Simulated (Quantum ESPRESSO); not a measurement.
# W (Pbcm) in Quantum ESPRESSO: notebook

The runs below take W through band structure, single point, equation of state, with PBEsol, LDA.

All numbers are computed with Quantum ESPRESSO 7.5; they aren't measurements. Logs are shortened: lines on timing, memory, paths and dates and some standing lists are left out, and cuts for length are marked.

### 1 Starting point

It takes space group Pbcm (No. 57, orthorhombic). The conventional cell has a = 2.810 Å, b = 4.864 Å, c = 4.924 Å, α = 90.00°, β = 90.00°, γ = 90.00°. W (site symmetry m) has 12 W at 2.70 to 3.06 Å as nearest neighbours.

This isn't the form of W at room conditions, which is bcc.

### 2 Band structure, PBEsol

pw.in reads:

```
&CONTROL
  calculation = 'scf'
  prefix = 'pwscf'
  outdir = './tmp'
  pseudo_dir = './pseudo'
  tprnfor = .true.
  tstress = .true.
  disk_io = 'low'
/
&SYSTEM
  ibrav = 0
  celldm(1) = 8
  nat = 4
  ntyp = 1
  ecutwfc = 56
  ecutrho = 448
  nbnd = 38
  occupations = 'smearing'
  smearing = 'fd'
  degauss = 0.00367493
/
&ELECTRONS
  conv_thr = 8d-10
  electron_maxstep = 120
  mixing_beta = 0.5
/
ATOMIC_SPECIES
W    183.8400 w_pbesol_v1.2.uspp.F.UPF
CELL_PARAMETERS alat
  0.6636864603460   0.0000000000000   0.0000000000000
  0.0000000000000   1.1489227757229   0.0000000000000
  0.0000000000000   0.0000000000000   1.1630543838987
ATOMIC_POSITIONS crystal
W      0.7931720000    0.9368430000    0.7500000000
W      0.2068280000    0.4368430000    0.7500000000
W      0.2068280000    0.0631570000    0.2500000000
W      0.7931720000    0.5631570000    0.2500000000
K_POINTS automatic
9 6 6 0 0 0
```

bands.in reads:

```
&CONTROL
  calculation = 'bands'
  prefix = 'pwscf'
  outdir = './tmp'
  pseudo_dir = './pseudo'
  disk_io = 'low'
  verbosity = 'high'
/
&SYSTEM
  ibrav = 0
  celldm(1) = 8
  nat = 4
  ntyp = 1
  ecutwfc = 56
  ecutrho = 448
  nbnd = 38
  occupations = 'smearing'
  smearing = 'fd'
  degauss = 0.00367493
/
&ELECTRONS
  conv_thr = 1d-08
  electron_maxstep = 120
  mixing_beta = 0.5
  diago_full_acc = .true.
  startingwfc = 'random'
/
ATOMIC_SPECIES
W    183.8400 w_pbesol_v1.2.uspp.F.UPF
CELL_PARAMETERS alat
  0.6636864603460   0.0000000000000   0.0000000000000
  0.0000000000000   1.1489227757229   0.0000000000000
  0.0000000000000   0.0000000000000   1.1630543838987
ATOMIC_POSITIONS crystal
W      0.7931720000    0.9368430000    0.7500000000
W      0.2068280000    0.4368430000    0.7500000000
W      0.2068280000    0.0631570000    0.2500000000
W      0.7931720000    0.5631570000    0.2500000000
K_POINTS crystal
60
 0.0000000000  0.0000000000  0.0000000000 1
 0.0833333333  0.0000000000  0.0000000000 1
 0.1666666667  0.0000000000  0.0000000000 1
 0.2500000000  0.0000000000  0.0000000000 1
 0.3333333333  0.0000000000  0.0000000000 1
 0.4166666667  0.0000000000  0.0000000000 1
 0.5000000000  0.0000000000  0.0000000000 1
 0.5000000000  0.1666666667  0.0000000000 1
 0.5000000000  0.3333333333  0.0000000000 1
 0.5000000000  0.5000000000  0.0000000000 1
 0.4166666667  0.5000000000  0.0000000000 1
 0.3333333333  0.5000000000  0.0000000000 1
 0.2500000000  0.5000000000  0.0000000000 1
 0.1666666667  0.5000000000  0.0000000000 1
 0.0833333333  0.5000000000  0.0000000000 1
 0.0000000000  0.5000000000  0.0000000000 1
 0.0000000000  0.3333333333  0.0000000000 1
 0.0000000000  0.1666666667  0.0000000000 1
 0.0000000000  0.0000000000  0.0000000000 1
 0.0000000000  0.0000000000  0.1666666667 1
 0.0000000000  0.0000000000  0.3333333333 1
 0.0000000000  0.0000000000  0.5000000000 1
 0.0714285714  0.0000000000  0.5000000000 1
 0.1428571429  0.0000000000  0.5000000000 1
 0.2142857143  0.0000000000  0.5000000000 1
 0.2857142857  0.0000000000  0.5000000000 1
 0.3571428571  0.0000000000  0.5000000000 1
 0.4285714286  0.0000000000  0.5000000000 1
 0.5000000000  0.0000000000  0.5000000000 1
 0.5000000000  0.1250000000  0.5000000000 1
 0.5000000000  0.2500000000  0.5000000000 1
 0.5000000000  0.3750000000  0.5000000000 1
 0.5000000000  0.5000000000  0.5000000000 1
 0.4375000000  0.5000000000  0.5000000000 1
 0.3750000000  0.5000000000  0.5000000000 1
 0.3125000000  0.5000000000  0.5000000000 1
 0.2500000000  0.5000000000  0.5000000000 1
 0.1875000000  0.5000000000  0.5000000000 1
 0.1250000000  0.5000000000  0.5000000000 1
 0.0625000000  0.5000000000  0.5000000000 1
 0.0000000000  0.5000000000  0.5000000000 1
 0.0000000000  0.3750000000  0.5000000000 1
 0.0000000000  0.2500000000  0.5000000000 1
 0.0000000000  0.1250000000  0.5000000000 1
 0.0000000000  0.0000000000  0.5000000000 1
 0.0000000000  0.5000000000  0.0000000000 1
 0.0000000000  0.5000000000  0.1250000000 1
 0.0000000000  0.5000000000  0.2500000000 1
 0.0000000000  0.5000000000  0.3750000000 1
 0.0000000000  0.5000000000  0.5000000000 1
 0.5000000000  0.0000000000  0.5000000000 1
 0.5000000000  0.0000000000  0.3750000000 1
 0.5000000000  0.0000000000  0.2500000000 1
 0.5000000000  0.0000000000  0.1250000000 1
 0.5000000000  0.0000000000  0.0000000000 1
 0.5000000000  0.5000000000  0.0000000000 1
 0.5000000000  0.5000000000  0.1250000000 1
 0.5000000000  0.5000000000  0.2500000000 1
 0.5000000000  0.5000000000  0.3750000000 1
 0.5000000000  0.5000000000  0.5000000000 1
```

Potentials or basis: GBRV 1.5 PBEsol.

Started as:

```console
> OMP_NUM_THREADS=1 mpirun -n 2 pw.x -nk 2 -in pw.in > pw.out
> OMP_NUM_THREADS=1 mpirun -n 2 pw.x -nk 2 -in bands.in > bands.out
```

pw.out:

```text
This program is part of the open-source Quantum ESPRESSO suite
     for quantum simulation of materials; please cite
         "P. Giannozzi et al., J. Phys.:Condens. Matter 21 395502 (2009);
         "P. Giannozzi et al., J. Phys.:Condens. Matter 29 465901 (2017);
         "P. Giannozzi et al., J. Chem. Phys. 152 154105 (2020);
     in publications or presentations arising from this work. More details at

     Message from routine setup:
     using ibrav=0 with symmetry is DISCOURAGED, use correct ibrav instead

     K-points division:     npool     =       2
     Subspace diagonalization in iterative solution of the eigenvalue problem:
     a serial algorithm will be used

     G-vector sticks info
     --------------------
     sticks:   dense  smooth     PW     G-vecs:    dense   smooth      PW
     Sum        1727     867    251                72625    25771    4179

     Using Slab Decomposition

     bravais-lattice index     =            0
     lattice parameter (alat)  =       8.0000  a.u.
     unit-cell volume          =     454.0710 (a.u.)^3
     number of atoms/cell      =            4
     number of atomic types    =            1
     number of electrons       =        56.00
     number of Kohn-Sham states=           38
     kinetic-energy cutoff     =      56.0000  Ry
     charge density cutoff     =     448.0000  Ry
     scf convergence threshold =      8.0E-10
     mixing beta               =       0.5000
     number of iterations used =            8  plain     mixing
     Exchange-correlation= SLA  PW   PSX  PSC
                           (   1   4  10   8   0   0   0)

     celldm(1)=   8.000000  celldm(2)=   0.000000  celldm(3)=   0.000000
     celldm(4)=   0.000000  celldm(5)=   0.000000  celldm(6)=   0.000000

     crystal axes: (cart. coord. in units of alat)
               a(1) = (   0.663686   0.000000   0.000000 )
               a(2) = (   0.000000   1.148923   0.000000 )
               a(3) = (   0.000000   0.000000   1.163054 )

     reciprocal axes: (cart. coord. in units 2 pi/alat)
               b(1) = (  1.506736  0.000000  0.000000 )
               b(2) = (  0.000000  0.870381  0.000000 )
               b(3) = (  0.000000  0.000000  0.859805 )

     PseudoPot. # 1 for W  read from file:
     w_pbesol_v1.2.uspp.F.UPF
     Pseudo is Ultrasoft + core correction, Zval = 14.0
     Generated by new atomic code, or converted to UPF format
     Using radial grid of  923 points,  8 beta functions with:
                l(1) =   0
                l(2) =   0
                l(3) =   0
                l(4) =   1
                l(5) =   1
                l(6) =   2
                l(7) =   2
                l(8) =   3
     Q(r) pseudized with  6 coefficients,  rinner =    1.350   1.350   1.350
                                                       1.350   1.350   1.350
                                                       1.350

     atomic species   valence    mass     pseudopotential
     W                14.00   183.84000     W ( 1.00)

      8 Sym. Ops., with inversion, found ( 6 have fractional translation)

   Cartesian axes

     site n.     atom                  positions (alat units)
         1        W      tau(   1) = (   0.5264175   1.0763603   0.8722908  )
         2        W      tau(   2) = (   0.1372689   0.5018989   0.8722908  )
         3        W      tau(   3) = (   0.1372689   0.0725625   0.2907636  )
         4        W      tau(   4) = (   0.5264175   0.6470239   0.2907636  )

     number of k points=    80  Fermi-Dirac smearing, width (Ry)=  0.0037
                       cart. coord. in units 2pi/alat
        k(    1) = (   0.0000000   0.0000000   0.0000000), wk =   0.0061728
        k(    2) = (   0.0000000   0.0000000   0.1433008), wk =   0.0123457
        k(    3) = (   0.0000000   0.0000000   0.2866017), wk =   0.0123457
        k(    4) = (   0.0000000   0.0000000  -0.4299025), wk =   0.0061728
        k(    5) = (   0.0000000   0.1450634   0.0000000), wk =   0.0123457
        k(    6) = (   0.0000000   0.1450634   0.1433008), wk =   0.0246914
[... 72 lines left out ...]
        k(   79) = (   0.6696603  -0.4351903   0.2866017), wk =   0.0246914
        k(   80) = (   0.6696603  -0.4351903  -0.4299025), wk =   0.0123457

     Dense  grid:    72625 G-vectors     FFT dimensions: (  36,  64,  64)

     Smooth grid:    25771 G-vectors     FFT dimensions: (  25,  48,  48)

     Initial potential from superposition of free atoms

     starting charge      55.5988, renormalised to      56.0000

     negative rho (up, down):  2.497E-01 0.000E+00
     Starting wfcs are   52 randomized atomic wfcs

     Self-consistent Calculation

     iteration #  1     ecut=    56.00 Ry     beta= 0.50
     Davidson diagonalization with overlap
     ethr =  1.00E-02,  avg # of iterations =  2.0

     Threshold (ethr) on eigenvalues was too large:
     Diagonalizing with lowered threshold

     Davidson diagonalization with overlap
     ethr =  3.62E-04,  avg # of iterations =  1.3

     negative rho (up, down):  2.559E-01 0.000E+00
[... 58 lines left out ...]
     iteration #  8     ecut=    56.00 Ry     beta= 0.50
     Davidson diagonalization with overlap
     ethr =  1.72E-11,  avg # of iterations =  2.2

     negative rho (up, down):  2.656E-01 0.000E+00

     End of self-consistent calculation

          k = 0.0000 0.0000 0.0000 (  3223 PWs)   bands (ev):

   -53.1086 -53.0318 -52.9987 -52.9503 -17.8816 -17.8250 -17.7263 -17.4741
   -17.0266 -16.9036 -16.8636 -16.8582 -16.7884 -16.7260 -16.6865 -16.6725
    11.7114  14.9808  15.5715  15.9176  16.0138  18.9127  20.0748  20.1295
    20.2739  20.3477  20.3572  20.3813  20.4242  20.5694  21.2540  22.2640
    23.1570  24.0752  24.8258  25.2154  25.4793  25.6218
[... 107 lines left out ...]
   -53.0387 -53.0387 -53.0065 -53.0065 -17.5424 -17.5424 -17.3491 -17.3491
   -17.2378 -17.2378 -17.0176 -17.0176 -16.8408 -16.8408 -16.7743 -16.7743
    14.5706  14.5706  16.1022  16.1022  17.5363  17.5363  18.4273  18.4273
    19.2027  19.2027  20.0582  20.0582  21.8338  21.8338  22.5856  22.5856
    22.8633  22.8633  23.2882  23.2882  24.4468  24.4468

          k = 0.0000-0.4352-0.4299 (  3224 PWs)   bands (ev):

   -53.0226 -53.0226 -53.0226 -53.0226 -17.4362 -17.4362 -17.4362 -17.4362
   -17.1388 -17.1388 -17.1388 -17.1388 -16.8077 -16.8077 -16.8077 -16.8077
    15.3532  15.3532  15.3532  15.3532  17.9072  17.9072  17.9072  17.9072
    19.5570  19.5570  19.5570  19.5570  22.3834  22.3834  22.3834  22.3834
    23.3755  23.3755  23.3755  23.3755  24.2029  24.2029
[... 115 lines left out ...]
   -53.0330 -53.0330 -53.0022 -53.0022 -17.5407 -17.5407 -17.3806 -17.3806
   -17.2410 -17.2410 -17.0347 -17.0347 -16.8752 -16.8752 -16.8198 -16.8198
    14.8516  14.8516  16.3850  16.3850  17.5907  17.5907  18.4014  18.4014
    19.0168  19.0168  19.7137  19.7137  21.4836  21.4836  22.4828  22.4828
    23.1758  23.1758  23.6878  23.6878  24.4627  24.4627

          k = 0.1674-0.4352-0.4299 (  3212 PWs)   bands (ev):

   -53.0176 -53.0176 -53.0176 -53.0176 -17.4539 -17.4539 -17.4539 -17.4539
   -17.1445 -17.1445 -17.1445 -17.1445 -16.8489 -16.8489 -16.8489 -16.8489
    15.6006  15.6006  15.6006  15.6006  18.0039  18.0039  18.0039  18.0039
    19.2481  19.2481  19.2481  19.2481  22.1112  22.1112  22.1112  22.1112
    23.7019  23.7019  23.7019  23.7019  24.5260  24.5260
[... 115 lines left out ...]
   -53.0183 -53.0183 -52.9915 -52.9915 -17.5733 -17.5733 -17.4887 -17.4887
   -17.2574 -17.2574 -17.0745 -17.0745 -16.9215 -16.9215 -16.8974 -16.8974
    15.3514  15.3514  16.4662  16.4662  17.7712  17.7712  18.4990  18.4990
    18.9544  18.9544  19.4551  19.4551  21.1656  21.1656  22.7450  22.7450
    23.1690  23.1690  24.6132  24.6132  25.0747  25.0747

          k = 0.3348-0.4352-0.4299 (  3212 PWs)   bands (ev):

   -53.0049 -53.0049 -53.0049 -53.0049 -17.5373 -17.5373 -17.5373 -17.5373
   -17.1536 -17.1536 -17.1536 -17.1536 -16.9157 -16.9157 -16.9157 -16.9157
    15.8518  15.8518  15.8518  15.8518  18.2349  18.2349  18.2349  18.2349
    19.0672  19.0672  19.0672  19.0672  21.9045  21.9045  21.9045  21.9045
    24.3250  24.3250  24.3250  24.3251  25.0864  25.0864
[... 115 lines left out ...]
   -53.0013 -53.0013 -52.9796 -52.9796 -17.7005 -17.7005 -17.6433 -17.6433
   -17.2523 -17.2523 -17.0851 -17.0851 -16.9502 -16.9502 -16.9313 -16.9313
    15.4270  15.4270  16.0988  16.0988  17.4397  17.4397  18.0798  18.0798
    19.8375  19.8375  20.4604  20.4604  21.5555  21.5555  23.1960  23.1960
    23.7081  23.7081  25.4416  25.4416  25.7606  25.7607

          k = 0.5022-0.4352-0.4299 (  3236 PWs)   bands (ev):

   -52.9905 -52.9905 -52.9905 -52.9905 -17.6889 -17.6889 -17.6889 -17.6889
   -17.1443 -17.1443 -17.1443 -17.1443 -16.9474 -16.9474 -16.9474 -16.9474
    15.6467  15.6467  15.6467  15.6467  17.7832  17.7832  17.7832  17.7832
    20.2847  20.2847  20.2847  20.2847  22.2822  22.2822  22.2822  22.2822
    24.7604  24.7604  24.7604  24.7604  25.7515  25.7515
[... 115 lines left out ...]
   -52.9897 -52.9897 -52.9723 -52.9723 -17.8146 -17.8146 -17.7594 -17.7594
   -17.2238 -17.2238 -17.0807 -17.0807 -16.9710 -16.9710 -16.9340 -16.9340
    15.2767  15.2767  15.7697  15.7697  17.2705  17.2705  17.6729  17.6729
    20.3582  20.3582  21.6206  21.6206  21.8922  21.8922  23.4994  23.4994
    25.2237  25.2237  25.9167  25.9167  26.1262  26.1262

          k = 0.6697-0.4352-0.4299 (  3216 PWs)   bands (ev):

   -52.9810 -52.9810 -52.9810 -52.9810 -17.8059 -17.8059 -17.8059 -17.8059
   -17.1281 -17.1281 -17.1281 -17.1281 -16.9563 -16.9563 -16.9563 -16.9563
    15.3996  15.3996  15.3996  15.3996  17.4368  17.4368  17.4368  17.4368
    21.2635  21.2635  21.2635  21.2635  22.7995  22.7995  22.7995  22.7995
    25.3265  25.3265  25.3265  25.3265  26.2974  26.2974

     the Fermi energy is    20.7217 ev

!    total energy              =    -636.03050968 Ry
     estimated scf accuracy    <          3.5E-10 Ry
     smearing contrib. (-TS)   =      -0.00198192 Ry
     internal energy E=F+TS    =    -636.02852776 Ry

     The total energy is F=E-TS. E is the sum of the following terms:
     one-electron contribution =     -72.90069962 Ry
     hartree contribution      =      67.26664859 Ry
     xc contribution           =    -163.85243317 Ry
     ewald contribution        =    -466.54204357 Ry

     convergence has been achieved in   8 iterations

     negative rho (up, down):  2.656E-01 0.000E+00

     Forces acting on atoms (cartesian axes, Ry/au):

     atom    1 type  1   force =    -0.00072236    0.00261974   -0.00000000
     atom    2 type  1   force =     0.00072236    0.00261974    0.00000000
     atom    3 type  1   force =     0.00072236   -0.00261974   -0.00000000
     atom    4 type  1   force =    -0.00072236   -0.00261974    0.00000000

     Total force =     0.005435     Total SCF correction =     0.000009

     Computing stress (Cartesian axis) and pressure

     negative rho (up, down):  2.656E-01 0.000E+00
          total   stress  (Ry/bohr**3)                   (kbar)     P=     -104.86
  -0.00067676   0.00000000   0.00000000          -99.55        0.00        0.00
   0.00000000  -0.00073977   0.00000000            0.00     -108.82        0.00
   0.00000000   0.00000000  -0.00072187            0.00        0.00     -106.19

=------------------------------------------------------------------------------=
   JOB DONE.
=------------------------------------------------------------------------------=
```

Wall time 2.6 min (2 MPI ranks of Arm Neoverse V1, shared host); peak memory 0.76 GiB.

Results:

| Quantity | Value |
| --- | --- |
| Free energy | -8653.6359 eV |
| Pressure | -10.5 GPa |
| Largest force | 0.070 eV/Å |
| Band gap on the k mesh | none (metal or under the smearing width) |

Forces on the atoms (eV/Å):
```
W   -0.019  0.067  0.000
W    0.019  0.067  0.000
W    0.019 -0.067  0.000
W   -0.019 -0.067  0.000
```

Levels at the corners of the path, in eV from the Fermi level:
```csv
point,band 26,band 27,band 28,band 29,band 30,band 31
Γ,-0.37,-0.36,-0.34,-0.30,-0.15,0.53
X,-1.75,-1.27,-1.06,0.11,0.20,0.54
S,-1.50,-0.21,-0.21,-0.18,-0.18,4.18
Y,-1.46,0.32,0.32,0.36,0.36,0.84
Γ,-0.37,-0.36,-0.34,-0.30,-0.15,0.53
Z,-0.81,-0.14,-0.14,0.68,0.68,1.78
U,-1.76,-1.01,-1.01,0.69,0.69,1.11
R,0.68,0.68,0.68,2.13,2.13,2.13
T,-1.16,-1.16,-1.16,1.66,1.66,1.66
Z,-0.81,-0.14,-0.14,0.68,0.68,1.78
Y,-1.46,0.32,0.32,0.36,0.36,0.84
T,-1.16,-1.16,-1.16,1.66,1.66,1.66
U,-1.76,-1.01,-1.01,0.69,0.69,1.11
X,-1.75,-1.27,-1.06,0.11,0.20,0.54
S,-1.50,-0.21,-0.21,-0.18,-0.18,4.18
R,0.68,0.68,0.68,2.13,2.13,2.13
```

Caveat: spin-orbit coupling is left out, which moves the levels of the heavy elements.

(Part 1 of 2 ends here.)
